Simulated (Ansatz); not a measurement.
The system is Ni.

```
Ni
1.0
     2.44802    0.00000    0.00000
    -1.22401    2.12005    0.00000
     0.00000    0.00000    4.07281
Ni
2
Direct
  0.66667 0.33333 0.75000
  0.33333 0.66667 0.25000
```

This isn't the form of Ni at room conditions, which is fcc.

Base run:

```yaml
Program: Ansatz 0.2.0
Functional: PBEsol
Potentials_or_basis: Ansatz PAW
Cutoff: "420 eV (not typed: the program's choice for these potentials)"
k_mesh: 10 × 10 × 6
Occupations: fermi-dirac, width 0.05 eV
Spin: collinear spin, ferromagnetic start
Starting_moments: "[1.5, 1.5] μB"
Fixed_moment: 3 μB
```

Its results: pressure 8.7 GPa; site moments Ni +1.42 μB.

**Question.** The run is repeated on the same cell with these changes: fixed moment from 3 μB to 2 μB; moments at the start from [1.5, 1.5] to [1.0, 1.0]. What comes out?

**Answer.** Pressure 0.1 GPa; site moments Ni +1.01 μB.

Caveats: the total moment is fixed, so each spin has its own Fermi level; the PAW data sets come from PBE, with cores solved anew for the run's functional, which leaves a small shift of forces and pressure; the thresholds are loose for stress.
